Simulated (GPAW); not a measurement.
Runs of GPAW 26.7.0 on CdS (Hawleyite). The structure is cubic, space group F-43m (No. 216). Conventional cell: a = 5.833 Å, b = 5.833 Å, c = 5.833 Å, α = 90.00°, β = 90.00°, γ = 90.00°. Cd (site symmetry -43m) is surrounded by 4 S at 2.53 Å. S (site symmetry -43m) is surrounded by 4 Cd at 2.53 Å. 

```tsv
task	level	potentials or basis	band path	band points	eigensolver	gap on the mesh (eV)	V0 of scaled cells (Å³/atom)	B0 (GPa)
band structure	GLLB-SC	the program's PAW data sets (release 1.2.1) made for this functional, pw	GXWKGLUWLK,UX	80	-	2.36	-	-
equation of state	PBE	GPAW PAW data sets (gpaw-data 1.2.1), pw	-	-	-	-	25.93	(b)
band structure	PBE	PAW data sets generated in the run's folder for this functional, pw	GXWKGLUWLK,UX	100	-	1.13	-	-
equation of state	PBEsol+D4	PAW data sets generated in the run's folder for this functional, pw	-	-	-	-	(a)	65
equation of state	PBEsol+D3	PAW data sets generated in the run's folder for this functional, pw	-	-	-	-	23.98	68
equation of state	LDA	the program's PAW data sets (release 1.2.1) made for this functional, pw	-	-	-	-	23.78	69
```

Alike in all rows: no spin polarisation; cell as given; k mesh 6 × 6 × 6; cutoff (eV) 600; smearing fermi-dirac 0.05 eV.

Task: Estimate the missing entries.

Result: (a) 24.18; (b) 54.

Caveats: the GLLB-SC gap is the Kohn-Sham gap of the path plus the derivative discontinuity (some runs); a model potential gives levels but no total energy (some runs).

A k mesh can miss the band edges, and the runs leave out spin-orbit coupling on Cd.
